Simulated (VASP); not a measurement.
The system is AlAs.

```xyz
2
Lattice="0.0000 2.8304 2.8304 2.8304 0.0000 2.8304 2.8304 2.8304 0.0000" Properties=species:S:1:pos:R:3 pbc="T T T"
As    4.2456    4.2456    4.2456
Al    0.0000    0.0000    0.0000
```

Base run:

```yaml
Program: VASP 6.6.1
Functional: PBE
Potentials_or_basis: VASP PAW PBE potentials, release 64 (As_GW, Al_GW)
Cutoff: 450 eV
k_mesh: 8 × 8 × 8
Occupations: gaussian, width 0.02 eV
Spin: no spin polarisation
```

Its results: band gap on the k mesh 1.43 eV, indirect (least direct gap 2.05 eV).

Q: The run is repeated on the same cell with these changes: functional from PBE to LDA; potentials or basis from VASP PAW PBE potentials, release 64 (As_GW, Al_GW) to VASP PAW LDA potentials, release 64 (As, Al); cutoff from 450 eV to 520 eV. What comes out?

A: Band gap on the k mesh 1.34 eV, indirect (least direct gap 1.88 eV).
